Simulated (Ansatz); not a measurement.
The system is NiO.

```
Ni O
1.0
     0.00000    2.08590    2.08590
     2.08590    0.00000    2.08590
     2.08590    2.08590    0.00000
Ni O
1 1
Direct
  0.00000 0.00000 0.00000
  0.50000 0.50000 0.50000
```

- Program: Ansatz 0.2.0
- Task: relaxation of cell and atoms
- Functional: BLYP
- Potentials or basis: all-electron LAPW, scalar-relativistic
- Basis error allowed: 0.001 eV/atom
- k mesh: 11 × 11 × 11
- Occupations: tetrahedron
- Spin: collinear spin, program default start

At the start: volume 9.08 Å³/atom.

Problem. Where does the relaxation end?

Solution. Over 5 steps the energy falls by 32.1 meV/atom and the volume is 9.86 Å³/atom (+8.6 %); space group Fm-3m (No. 225, to 0.05 Å); moment 1.96 μB per cell.

Step by step:
```csv
step,energy change (eV),largest force (eV/Å),volume (Å³)
1,0.0000,0.0000,18.15
2,-0.0459,0.0000,18.83
3,-0.0642,0.0000,19.63
4,-0.0642,0.0000,19.71
5,-0.0642,0.0000,19.71
```

Final structure:
```
Ni O
1.0
     0.00000    2.14406    2.14406
     2.14406    0.00000    2.14406
     2.14406    2.14406    0.00000
Ni O
1 1
Direct
  0.00000 0.00000 0.00000
  0.50000 0.50000 0.50000
```

Caveat: a cell with one magnetic atom can't hold antiferromagnetic order, which such compounds often take; with tetrahedron occupations forces and stress needn't match the slope of the energy.
